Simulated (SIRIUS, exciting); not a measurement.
This is a calculation of As for exciting (release sodium). The given cell was strained at random by a few per cent at fixed volume. This isn't the form of As at room conditions, which is rhombohedral.

Contents of input.xml:

```xml
<input>
  <title>As</title>
  <structure speciespath="./" tshift="false">
    <crystal scale="1">
      <basevect>5.121235276507 -0.032841550320 -0.022408372386</basevect>
      <basevect>-0.032841550320 5.158385402391 0.062859849810</basevect>
      <basevect>-0.022408372386 0.062859849810 5.049712922142</basevect>
    </crystal>
    <species speciesfile="As.xml" rmt="2">
      <atom coord="0.484351000000 0.505525000000 0.496375000000"/>
    </species>
  </structure>
  <groundstate do="fromscratch" ngridk="10 10 10" rgkmax="9" gmaxvr="14" lmaxapw="10" lmaxmat="10" lmaxvr="8" xctype="GGA_PBE_SOL" stype="Fermi Dirac" swidth="0.00183747" nempty="8" ValenceRelativity="iora*" epsengy="1e-05" epspot="1e-05" maxscl="60" tforce="true" outputlevel="normal"/>
  <properties>
    <chargedensityplot>
      <plot3d>
        <box grid="14 14 14">
          <origin coord="0 0 0"/>
          <point coord="1 0 0"/>
          <point coord="0 1 0"/>
          <point coord="0 0 1"/>
        </box>
      </plot3d>
    </chargedensityplot>
    <elfplot>
      <plot3d>
        <box grid="14 14 14">
          <origin coord="0 0 0"/>
          <point coord="1 0 0"/>
          <point coord="0 1 0"/>
          <point coord="0 0 1"/>
        </box>
      </plot3d>
    </elfplot>
    <exccplot>
      <plot3d>
        <box grid="14 14 14">
          <origin coord="0 0 0"/>
          <point coord="1 0 0"/>
          <point coord="0 1 0"/>
          <point coord="0 0 1"/>
        </box>
      </plot3d>
    </exccplot>
  </properties>
</input>
```

Potentials or basis: all-electron LAPW+lo, shipped species files, valence relativity iora*.

Run with:

```sh
$ OMP_NUM_THREADS=1 exciting_smp
```

**Question.** What does the same run look like in SIRIUS 7.10.0? Potentials or basis there: PseudoDojo 0.4.1 PBEsol standard (scalar relativistic), cutoff 1152 eV.

**Answer.** As run (cutoffs and basis follow the program's own potentials, and thresholds, step limits or extra output files can differ):

sirius.json

```json
{
  "control": {
    "processing_unit": "cpu",
    "verbosity": 2,
    "num_bands_to_print": 14,
    "print_forces": true,
    "print_stress": true
  },
  "parameters": {
    "electronic_structure_method": "pseudopotential",
    "xc_functionals": ["XC_GGA_X_PBE_SOL", "XC_GGA_C_PBE_SOL"],
    "gk_cutoff": 9.2,
    "pw_cutoff": 18.4,
    "ngridk": [10, 10, 10],
    "shiftk": [0, 0, 0],
    "smearing": "fermi_dirac",
    "smearing_width": 0.0018374661,
    "num_bands": 14,
    "num_mag_dims": 0,
    "num_dft_iter": 100,
    "energy_tol": 1e-08,
    "density_tol": 1e-06
  },
  "iterative_solver": {
    "type": "davidson",
    "min_tolerance": 1e-09,
    "tolerance_scale": [0.1, 0.25]
  },
  "mixer": {
    "type": "anderson",
    "beta": 0.7,
    "max_history": 8
  },
  "settings": {
    "tol_ne": 1e-10,
    "pseudo_grid_cutoff": 6.5
  },
  "unit_cell": {
    "lattice_vectors": [
      [0.999969866396, -0.006412624867, -0.004375447706],
      [-0.006412624867, 1.007223781596, 0.012273983174],
      [-0.004375447706, 0.012273983174, 0.986004446868]
    ],
    "lattice_vectors_scale": 5.1213896024,
    "atom_coordinate_units": "lattice",
    "atom_types": ["As"],
    "atom_files": {
      "As": "As.json"
    },
    "atoms": {
      "As": [
        [0.484351, 0.505525, 0.496375]
      ]
    }
  }
}
```

Potentials or basis: PseudoDojo 0.4.1 PBEsol standard (scalar relativistic).

Command:

```console
$ upf_to_json As.upf
$ OMP_NUM_THREADS=1 sirius.scf --input=sirius.json --output=out.json --task=0
```

Both were run:

|  | exciting | SIRIUS |
| --- | --- | --- |
| Energy over the undisturbed cell | 3.8 meV/atom | 3.8 meV/atom |
